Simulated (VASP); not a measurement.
Crystal: GaAs.

```xyz
2
Lattice="0.0000 2.8268 2.8268 2.8268 0.0000 2.8268 2.8268 2.8268 0.0000" Properties=species:S:1:pos:R:3 pbc="T T T"
Ga    0.0000    0.0000    0.0000
As    1.4134    1.4134    1.4134
```

Program: VASP 6.6.1. Alike in all runs: task single point; no spin polarisation; cell as given; k mesh 6 × 6 × 6; cutoff (eV) 520; smearing gaussian 0.03 eV.

**Question.** Order these runs on this cell by their pressure, lowest first.
A. level PBEsol; potentials or basis VASP PAW PBE potentials, release 64 (Ga_d, As)
B. level PBE; potentials or basis VASP PAW PBE potentials, release 64 (Ga_d, As)
C. level LDA; potentials or basis VASP PAW LDA potentials, release 64 (Ga_d, As)

**Answer.** C (-1.6 GPa), A (0.3 GPa), B (3.4 GPa).

Caveats: the PAW data sets were made with another functional, which shifts forces and pressure a little (some runs).

Not every run made on this cell is shown here.
